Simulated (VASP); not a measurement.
Wanted: the native input for a VASP 6.6.1 run.

* Task: single point
* Functional: PBE
* Potentials or basis: VASP PAW PBE potentials, release 64 (Sn_d, O)
* Cutoff: 520 eV
* k mesh: 10 × 10 × 10
* Occupations: gaussian, width 0.02 eV
* Spin: no spin polarisation
* Dipole correction: no
* Further INCAR settings: ALGO = Fast; EDIFF = 1e-06; NBANDS = 35

The structure of SnO2 lies in POSCAR:

```
SnO2
1.0
   -2.0261375591      2.0261375591      5.1813792081
    2.0261375591     -2.0261375591      5.1813792081
    2.0261375591      2.0261375591     -5.1813792081
Sn O
2 4
Direct
    0.7500000000      0.2500000000      0.5000000000
    0.0000000000      0.0000000000      0.0000000000
    0.7975932601      0.7975932601      0.0000000000
    0.9524067399      0.4524067399      0.5000000000
    0.2024067399      0.2024067399      0.0000000000
    0.5475932601      0.0475932601      0.5000000000
```

Measurements of this composition are mostly on another form, of space group No. 136.

One way to write it, as run:

INCAR

```
PREC = Accurate
ENCUT = 520
EDIFF = 1E-6
ISMEAR = 0
SIGMA = 0.02
LREAL = F
LASPH = T
NELM = 100
ALGO = Fast
ISIF = 2
LWAVE = F
LCHARG = F
GGA = PE
NBANDS = 35
```

KPOINTS

```
Automatic mesh
0
Gamma
  10 10 10
```

Potentials or basis: VASP PAW PBE potentials, release 64 (Sn_d, O).

Command:

```bash
$ cat potpaw_PBE.64/Sn_d/POTCAR potpaw_PBE.64/O/POTCAR > POTCAR
$ mpirun -np 1 vasp_std > vasp.out
```

It gave:

```yaml
Pressure: 0.5 GPa
Largest_force: 0.025 eV/Å
Band_gap_on_the_k_mesh: 1.31 eV, indirect (least direct gap 1.64 eV)
```

Caveat: spin-orbit coupling is left out, which moves the levels of the heavy elements.

Run time: 11 min on 1 thread of Intel(R) Xeon(R) Platinum 8488C (Sapphire Rapids), with other jobs on the host, peak memory 0.47 GiB.
